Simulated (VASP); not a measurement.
A run of VASP 6.6.1 is set up as follows.

Contents of POSCAR:

```
SnSe
1.0
    4.2853274200      0.0000000000      0.0000000000
    0.0000000000      4.2853274200      0.0000000000
    0.0000000000      0.0000000000     10.9906921300
Sn Se
2 2
Direct
    0.5000000000      0.0000000000      0.3722291100
    0.0000000000      0.5000000000      0.6277708900
    0.5000000000      0.0000000000      0.6160394900
    0.0000000000      0.5000000000      0.3839605100
```

File INCAR.step1:

```
SYSTEM = SnSe
PREC     = Accurate       ! precision mode
ENCUT    = 520            ! plane-wave cutoff, eV
ISMEAR   = 0              ! smearing method
SIGMA    = 0.1            ! smearing width, eV
LREAL    = .FALSE.        ! projectors in reciprocal space
LASPH    = .TRUE.         ! aspherical terms in the spheres
NELM     = 100            ! most SCF steps
NBANDS   = 28             ! bands
GGA      = PE             ! functional
ALGO     = Normal         ! electronic algorithm
EDIFF    = 1E-4           ! SCF threshold, eV
LWAVE    = .TRUE.         ! write WAVECAR
LCHARG   = .FALSE.        ! write CHGCAR
```

File INCAR.step2:

```
SYSTEM = SnSe
PREC     = Accurate       ! precision mode
ENCUT    = 520            ! plane-wave cutoff, eV
EDIFF    = 1E-6           ! SCF threshold, eV
ISMEAR   = 0              ! smearing method
SIGMA    = 0.1            ! smearing width, eV
LREAL    = .FALSE.        ! projectors in reciprocal space
LASPH    = .TRUE.         ! aspherical terms in the spheres
NELM     = 100            ! most SCF steps
ALGO     = Normal         ! electronic algorithm
ISIF     = 2              ! what is computed and relaxed
LWAVE    = .FALSE.        ! write WAVECAR
LCHARG   = .FALSE.        ! write CHGCAR
METAGGA  = R2SCAN         ! meta-GGA
LMIXTAU  = .TRUE.       
NBANDS   = 28             ! bands
ISTART   = 1
```

The input KPOINTS:

```
regular mesh
0
G
  4 4 2
  0 0 0
```

Potentials or basis: VASP PAW PBE potentials, release 64 (Sn_d, Se).

Run with:

```console
$ cat potpaw_PBE.64/Sn_d/POTCAR potpaw_PBE.64/Se/POTCAR > POTCAR
$ cp INCAR.step1 INCAR
$ mpirun -np 1 vasp_std > vasp.out
$ cp INCAR.step2 INCAR
$ mpirun -np 1 vasp_std > vasp.out
```

Estimate the largest force.

0.072 eV/Å.

Predict the band gap on the k mesh.

1.91 eV, indirect (least direct gap 1.97 eV).

Forces on the atoms (eV/Å):
```
Sn   0.000  0.000  0.022
Sn   0.000  0.000 -0.022
Se   0.000  0.000 -0.072
Se   0.000  0.000  0.072
```

Caveat: the PAW data sets were made with another functional, which shifts forces and pressure a little; spin-orbit coupling is left out, which moves the levels of the heavy elements.
